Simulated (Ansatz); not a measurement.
Here is an Ansatz 0.2.0 calculation.

Contents of input.yaml:

```yaml
crystal:
  lattice:
    - [2.67, 0.0, 0.0]
    - [-1.335, 2.3122878281, 0.0]
    - [0.0, 0.0, 4.966]
  atoms:
    - { symbol: Zn, position: [0.6666666667, 0.3333333333, 0.75] }
    - { symbol: Zn, position: [0.3333333333, 0.6666666667, 0.25] }
hamiltonian:
  xc: pbesol
  pseudopotentials: { kind: paw }
kpoints:
  mp_grid: { grid: [8, 8, 5] }
scf:
  occupations: { method: fermi_dirac, width: 0.05 }
phonons:
  method: dfpt
```

Potentials or basis: Ansatz PAW.

Run with:

```sh
$ ansatz run input.yaml --threads 2 --pin off --max-ram 5632MiB --backend cpu --events-out ev --progress --plain --runs-dir out
```

(1) What does it give for the highest phonon frequency at Γ?

(2) Predict the band gap on the k mesh.

## Answers

(1) 111 cm⁻¹.

(2) none (metal or under the smearing width).
